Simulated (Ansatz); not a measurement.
Geometry optimisation, Ansatz, DFT PBE-D3(BJ), scalar-relativistic, plane waves, PAW.

Input file:

```yaml
accuracy: low
crystal:
  lattice:
    - [6.6176, 0.0, 0.0]
    - [-4.9632, 8.596515, 0.0]
    - [0.0, 0.0, 5.268]
  atoms:
    - { symbol: Sc, position: [0.1666667, 0.2222222, 0.25] }
    - { symbol: Sc, position: [0.3333333, 0.1111111, 0.75] }
    - { symbol: Sc, position: [0.1666667, 0.5555556, 0.25] }
    - { symbol: Sc, position: [0.3333333, 0.4444444, 0.75] }
    - { symbol: Sc, position: [0.1666667, 0.8888889, 0.25] }
    - { symbol: Sc, position: [0.3333333, 0.7777778, 0.75] }
    - { symbol: Sc, position: [0.6666667, 0.2222222, 0.25] }
    - { symbol: Sc, position: [0.8333333, 0.1111111, 0.75] }
    - { symbol: Sc, position: [0.6666667, 0.5555556, 0.25] }
    - { symbol: Sc, position: [0.8333333, 0.4444444, 0.75] }
    - { symbol: Sc, position: [0.6666667, 0.8888889, 0.25] }
    - { symbol: Sc, position: [0.8333333, 0.7777778, 0.75] }
    - { symbol: Sc, position: [0.3395517, 0.1098593, 0.1317296] }
basis:
  ecutwfc: 420.0
kpoints:
  mp_grid: { grid: [2, 1, 2] }
hamiltonian:
  xc: pbe
  dispersion: d3bj
scf:
  occupations: { method: fermi_dirac, width: 0.15 }
  lower_state_search: "off"
relax:
  f_tol: 0.08
  max_steps: 25
  adjacent_minimum: "off"
output:
  write_density: true
  write_potential: true
  elf: true
  volumetric_format: npy
```

Command:

```bash
$ ansatz run input.yaml --threads 1 --pin off --max-ram 3072MiB --backend cpu --events-out ev --progress --plain --runs-dir out
```

Task: Where does it end, and by what steps?

Result: The forces met the threshold. The threshold is loose, so the end isn't yet a minimum. Limits of this set-up: coarse k mesh, low accuracy level. After 10 steps the energy has fallen by 4.477 eV; Sc13 moved furthest, 1.43 Å. Parted: Sc10–Sc13. Joined: Sc2–Sc9, Sc5–Sc10.

| step | energy less start (eV) | largest force component (eV/Å) | accepted |
| --- | --- | --- | --- |
| 0 | 0.0000 | 4.000 | yes |
| 1 | -1.8087 | 1.966 | yes |
| 2 | -2.7260 | 1.141 | yes |
| 3 | -3.3507 | 0.646 | yes |
| 4 | -3.6638 | 0.426 | yes |
| 5 | -3.8855 | 0.355 | yes |
| 6 | -4.1037 | 0.403 | yes |
| 7 | -4.2778 | 0.239 | yes |
| 8 | -4.4026 | 0.193 | yes |
| 9 | -4.4592 | 0.117 | yes |
| 10 | -4.4774 | 0.079 | yes |

```xyz
13
Lattice="6.6176 0.0000 0.0000 -4.9632 8.5965 0.0000 0.0000 0.0000 5.2680" Properties=species:S:1:pos:R:3
Sc -0.207 2.135 1.375
Sc 1.960 1.712 3.268
Sc -1.546 4.873 1.464
Sc -0.015 3.820 4.150
Sc -3.195 7.428 2.051
Sc -1.560 6.811 4.341
Sc 3.382 1.907 0.906
Sc 4.955 1.037 3.816
Sc 1.700 4.657 1.491
Sc 3.554 4.032 3.978
Sc 0.081 7.670 1.499
Sc 1.560 6.336 4.157
Sc 0.959 0.105 -0.195
```

Whether the end is a true minimum wasn't checked by a vibrational analysis.

Time of the run: 73 s on 1 thread of Arm Neoverse V2 (shared host), peak memory 0.54 GiB.
